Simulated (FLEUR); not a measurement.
# Co under changes of volume

One of the cells (10.640 Å³/atom); the others are scaled copies at fixed shape and fractional positions:

```
Co
1.0
     2.47200    0.00000    0.00000
    -1.23600    2.14081    0.00000
     0.00000    0.00000    4.02114
Co
2
Direct
  0.66667 0.33333 0.75000
  0.33333 0.66667 0.25000
```

- Program: FLEUR MaX-R8.1 (later development tree)
- Functional: LDA
- Potentials or basis: all-electron
- Basis: FLAPW
- Kmax: 4.69 1/bohr
- k mesh: 12 × 12 × 7
- Occupations: fermi-dirac, width 0.05 eV
- Spin: collinear spin, ferromagnetic start
- Starting moments: [2.0, 2.0] μB

| volume (Å³/atom) | energy over the lowest point (meV/atom) | moment (μB per cell) |
| --- | --- | --- |
| 10.002 | 0.00 | 2.99 |
| 10.215 | 4.77 | 3.01 |
| 10.640 | 33.93 | 3.09 |
| 11.066 | 82.99 | 3.20 |
| 11.279 | ? | ? |

Problem. What does the run at 11.279 Å³/atom give?

Solution. Energy over the lowest point 113.66 meV/atom; moment 3.24 μB per cell.

Worked out: A Birch-Murnaghan fit of order 2 (a polynomial in V^(-2/3)) to the other rows has its minimum at 9.95 Å³/atom, just outside them, with B0 = V·E''(V) = 255 GPa at fixed shape and positions, which overstates the stiffness. It gives 114.17 meV/atom at 11.279 Å³/atom, against the run's 113.66. A parabola through the other rows of the moment, of slope 0.35 μB per Å³/atom there, extrapolates to 3.27 μB, against the run's 3.24.

Energies are extrapolated to zero smearing.
